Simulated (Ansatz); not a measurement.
# A strain series on NaF (CsCl type): uniaxial along z, other directions held

NaF built on the CsCl prototype, relaxed with r2SCAN in Ansatz 0.2.0, then strained (uniaxial along z, other directions held; changes of length per length, axes as in the cell below) with the atoms relaxed again within the symmetry that is left. Space group Pm-3m (No. 221), cubic; conventional cell a = 2.793 Å, 10.90 Å³ an atom. Around Na lie 8 F at 2.42 Å; around F lie 8 Na at 2.42 Å. (Calculated; spin-unpolarised; the phase may be known or hypothetical.)

```
Na F
1.0
     2.79349    0.00000    0.00000
     0.00000    2.79349    0.00000
     0.00000    0.00000    2.79349
Na F
1 1
Direct
  0.00000 0.00000 0.00000
  0.50000 0.50000 0.50000
```

Gaps are the least over each mesh (PBE 10×10×10, r2SCAN 10×10×10, HSE06 6×6×6 when unstrained) and the special points, which keep their unstrained names; stress is the change from the unstrained cell, compression positive.

```tsv
strain (%)	gap, PBE (eV)	gap, r2SCAN (eV)	gap, HSE06 (eV)	edges, HSE06	stress along the strain, r2SCAN (GPa)	energy rise, r2SCAN (meV/atom)
0.0	6.128	7.058	8.331	M → Γ	0.00	0.0
+1.65	5.990	6.915	8.184	M → Γ	-2.78	1.6
+5.44	5.664	6.578	7.837	M → Γ	-8.44	16.3
```

Question: Estimate the row for a strain of +2.69 %.

Answer:
```tsv
strain (%)	gap, PBE (eV)	gap, r2SCAN (eV)	gap, HSE06 (eV)	edges, HSE06	stress along the strain, r2SCAN (GPa)	energy rise, r2SCAN (meV/atom)
+2.69	5.901	6.823	8.090	M → Γ	-4.42	4.1
```

The meshes of the hybrids are coarse, so their gaps aren't converged to the digits shown.
